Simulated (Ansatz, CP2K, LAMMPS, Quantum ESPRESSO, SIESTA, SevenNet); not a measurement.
# Amorphous 81SiO2-19TiO2 (mol %) (96 atoms): one relaxed cell, several methods

What does relaxation change in amorphous 81SiO2-19TiO2 (mol %) (96 atoms), and how far do other programs agree with plane waves on the relaxed cell?

These are calculated values.

**1. The structure**

The cell holds 96 atoms (26 Si, 6 Ti and 64 O), with edges of 11.20, 11.20 and 11.20 Å. Recipe: 96 atoms (26 Si, 6 Ti, 64 O) placed at random at 2.42 g/cm³, melted at 5000 K for 10 ps at fixed volume with the Morse and Coulomb pair potential with partial charges (Pedone, Malavasi, Menziani, Cormack and Segre, J. Phys. Chem. B 110, 11780 (2006)). Quenched from 5000 K to 300 K at 50 K/ps and fixed volume, held 5 ps, then minimised at fixed cell. Then the atoms were relaxed with SevenNet l3i5 in the fixed cell. Then the atoms were relaxed with CP2K double zeta, PBE.

**2. The relaxation**

CP2K double zeta (DZVP-MOLOPT-SR, GTH-PBE potentials, 640 Ry; k-points Γ) took 9 geometry steps and reached its thresholds. It started from the geometry that SevenNet l3i5 had relaxed.

It took 13 min on 4 MPI ranks of Intel Xeon Platinum 8488C (Sapphire Rapids), shared host; peak memory 3.6 GiB.

```
                                 before           after
      energy (meV/atom)               0            -0.9
Si-O bonds under 2.16 Å  105 at 1.643 Å  105 at 1.646 Å
Ti-O bonds under 2.64 Å   26 at 1.873 Å   26 at 1.873 Å
```

Atoms moved by 0.02 Å r.m.s. and 0.04 Å at most, with the common shift taken off.

**3. Local order after relaxation**

Density 2.42 g/cm³, 14.62 Å³ an atom.

Pair distribution functions g(r), in bins of 0.2 Å:

```
r (Å)  total   O-O   O-Si  O-Ti  Si-Si  Si-Ti  Ti-Ti
 1.50   0.05  0.00   0.14  0.00   0.00   0.00   0.00
 1.70   4.84  0.00  12.85  2.31   0.00   0.00   0.00
 1.90   0.64  0.00   0.10  7.27   0.00   0.00   0.00
 2.10   0.08  0.00   0.00  0.98   0.00   0.00   0.00
 2.30   0.05  0.05   0.00  0.29   0.00   0.00   0.00
 2.50   0.38  0.85   0.00  0.00   0.00   0.00   0.00
 2.70   2.40  5.36   0.00  0.00   0.00   0.47   0.00
 2.90   0.61  0.95   0.16  0.00   1.73   0.00   0.00
 3.10   0.80  0.57   0.35  0.30   4.69   1.45   0.00
 3.30   0.73  0.67   0.53  0.38   1.09   3.54   2.89
 3.50   0.65  0.53   0.87  0.46   0.00   1.22   5.20
 3.70   1.00  0.85   1.38  0.97   0.24   0.25   2.36
 3.90   0.92  0.57   1.48  0.94   0.53   0.47   0.00
 4.10   1.27  0.68   2.12  1.98   0.49   0.21   0.00
 4.30   1.19  0.75   1.65  2.13   0.89   0.39   0.00
 4.50   1.05  1.09   0.93  1.50   0.81   1.40   0.00
 4.70   1.00  1.12   0.82  0.73   1.19   1.46   1.42
 4.90   1.04  1.23   0.56  1.34   1.65   1.48   1.30
 5.10   1.07  1.46   0.66  0.95   1.08   0.84   0.00
 5.30   1.14  1.42   0.80  0.67   1.23   1.92   2.23
 5.50   0.99  1.10   0.82  0.67   1.43   1.19   1.01
```

Bonds by pair of elements; cutoffs follow the first minimum of g(r), held within bounds set by covalent radii, and pairs that aren't listed don't count as bonded:

```
pair A-B  cutoff (Å)  bonds  mean length (Å)  spread (Å)  shortest (Å)  B about A  A about B
    O-Si        2.16    105             1.65       0.031          1.60       1.64       4.04
    O-Ti        2.64     26             1.87       0.124          1.76      0.406       4.33
```

How many atoms have how many bonded neighbours:

```
element  mean   2  3   4  5
      O  2.05  61  3   0  0
     Si  4.04   0  0  25  1
     Ti  4.33   0  0   4  2
```

Bond angles (no mean is given where the spread exceeds 20°):

```
  angle  count  mean (°)  spread (°)
 O-Si-O    160       109         7.9
 O-Ti-O     44       108        17.8
Si-O-Si     43       141        14.8
Si-O-Ti     22       144        19.7
Ti-O-Ti      5       121        16.4
```

Oxygen atoms by the number of network formers (Si, P, Ge, B, Al, As, Ga) bound to them:

```
network formers bound to O  O atoms  per cent
                         0        2       3.1
                         1       19      29.7
                         2       43      67.2
```

Network units: each former by its oxygen neighbours and how many of them bridge to another former:

```
former  O neighbours  bridging O  atoms
    Si             4           1      1
    Si             4           2      1
    Si             4           3     14
    Si             4           4      9
    Si             5           5      1
```

Bond length by coordination (bonds to H left out):

```
element  coordination  atoms  mean bond length (Å)
      O             2     61                  1.67
      O             3      3                  1.95
     Si             4     25                  1.64
     Si             5      1                  1.74
     Ti             4      4                  1.83
     Ti             5      2                  1.95
```

Rings of the network by King's shortest-path rule, up to 12 atoms, one path for each pair of neighbours; H, halogens, alkali and alkaline-earth atoms are left out, and the last column divides by all other atoms, bonded or not:

```
ring size (atoms)  rings  per network atom
                4      2             0.021
                6      3             0.031
                8      6             0.062
               10     20             0.208
               12     20             0.208
```

First main peaks of g(r), for some of the pairs, lie near 2.7 Å (O-O), 1.6 Å (O-Si), 1.8 Å (O-Ti), 3.0 Å (Si-Si) and 3.4 Å (Si-Ti). Counting bonds as in the table, 95 % of O atoms have 2, 96 % of Si atoms have 4 and 67 % of Ti atoms have 4 bonded neighbours. The O-Si-O angle averages 109° with a spread of 8°. Counting bonds to Si alone, not to Ti, 67 % of the oxygens join two of these atoms and 30 % one; 3 % join none. The commonest Si unit has 4 oxygens, 3 of them shared with other formers (14 of 26 atoms). Rings of 10 and 12 atoms are the most common (39 % each of those counted); sizes run from 4 to 12, where the search stops.

**4. The plane-wave reference**

Quantum ESPRESSO 7.5: Kohn-Sham DFT, PBE, SSSP efficiency 1.3.0 pseudopotentials, plane waves. Its input for the relaxed cell:

```
&control
  calculation = 'scf'
  pseudo_dir = './pseudo'
  outdir = './tmp'
  disk_io = 'none'
  tprnfor = .true.
  tstress = .true.
/
&system
  ibrav = 0
  nat = 96
  ntyp = 3
  ecutwfc = 60
  ecutrho = 480
  nosym = .true.
  occupations = 'smearing'
  smearing = 'fd'
  degauss = 0.003675
/
&electrons
  conv_thr = 4.8e-07
  electron_maxstep = 100
  mixing_beta = 0.4
  mixing_mode = 'plain'
  diagonalization = 'david'
/
ATOMIC_SPECIES
Si 28.085 Si.upf
Ti 47.867 Ti.upf
O 15.999 O.upf
CELL_PARAMETERS angstrom
11.19560 0.00000 0.00000
0.00000 11.19560 0.00000
0.00000 0.00000 11.19560
ATOMIC_POSITIONS crystal
Si 0.47106 0.70751 0.49171
Si 0.70931 0.59048 0.09432
Si 0.08144 0.41778 0.96116
[... 91 atom lines left out ...]
O 0.94849 0.37205 0.99920
O 0.03451 0.37551 0.38782
K_POINTS gamma
```

Run time: 6.1 min. Hardware: 4 MPI ranks of Intel Xeon Platinum 8488C (Sapphire Rapids), shared host; peak memory 4.6 GiB; 24 min of CPU time.

**5. Side by side**

CPU times are from a shared host and are rough.

| level | basis or training data | k-points | own r.m.s. force (meV/Å) | difference from the reference (meV/Å) | pressure (GPa) | Kohn-Sham gap (eV) | CPU time | memory (GiB) |
| --- | --- | --- | --- | --- | --- | --- | --- | --- |
| QE, PBE | plane waves, SSSP efficiency, 60/480 Ry | Γ | 68 | - | -1.23 | 2.79 | 24 min | 4.6 |
| CP2K triple zeta, PBE | TZV2P-UZH, GTH-PBE potentials, 800 Ry | Γ | 121 | 105 | -2.20 | 2.77 | 19 min | 8.3 |
| SIESTA DZP, PBE | DZP orbitals, shift 0.01 Ry, mesh 400 Ry | Γ | 192 | 193 | 0.64 | 2.59 | 7.8 min | 2.3 |
| SevenNet l3i5 | trained on PBE(+U) plane-wave data | - | 87 | 62 | -1.00 | - | 10 s | 1.5 |

The gap is the spacing of the highest filled and lowest empty Kohn-Sham level on the mesh; a dash marks partly filled levels, a spacing under 0.15 eV or a method without such levels.

**6. What came out**

Relaxation in the fixed cell lowers the energy by 1 meV/atom at its own level and moves atoms by up to 0.04 Å. The reference finds an r.m.s. force of 68 meV/Å there and a pressure of -1.23 GPa, at a geometry that CP2K double zeta made. Forces differ from the reference's by 62 meV/Å (SevenNet l3i5), 105 meV/Å (CP2K triple zeta, PBE) and 193 meV/Å (SIESTA DZP, PBE).

CP2K double zeta is at its own minimum here, so the reference's force is itself a measure of how the two differ. Pressures lie +0.2 GPa (SevenNet l3i5), -1.0 GPa (CP2K triple zeta, PBE) and +1.9 GPa (SIESTA DZP, PBE) from the reference's. The highest filled and lowest empty levels lie 2.79 eV apart in the reference, against 2.77 eV in CP2K triple zeta, PBE and 2.59 eV in SIESTA DZP, PBE. Counting bonds as in the table, 95 % of O atoms have 2, 96 % of Si atoms have 4 and 67 % of Ti atoms have 4 bonded neighbours. Rings of 10 and 12 atoms are the most common (39 % each of those counted); sizes run from 4 to 12, where the search stops.

**Limits.** The density was set by the recipe and held. One sample of a disordered cell; defect or tail levels can set the gap. Gaps are read on the mesh, which holds the band edges only if they fold onto it, and semilocal functionals tend to put them under measured ones. The quench rate of 50 K/ps is many orders above laboratory rates, so the cell is likely richer in defects and strain than a real sample. The reference samples only Γ, in a cell whose shortest periodic width is 11 Å. The plane-wave runs aren't exact: their cutoffs and mesh weren't converged further here. SIESTA's automatically made basis is far from complete, and its potentials were converted by us (checked for H, C, O, Si, Ge and Ca alone). Where levels are smeared, the DFT runs use Fermi–Dirac occupations at 580 K (0.05 eV), and energies are free energies.

[Logs are printed without paths, hosts, clocks, repeated set-up lines and the standing remarks that a program may print on its own settings, such as how far it seeks lower states.]

[Hosts, paths, dates, database ids (printed as entryN), source tags and the programs' standing remarks are cut or masked in the printed files.]
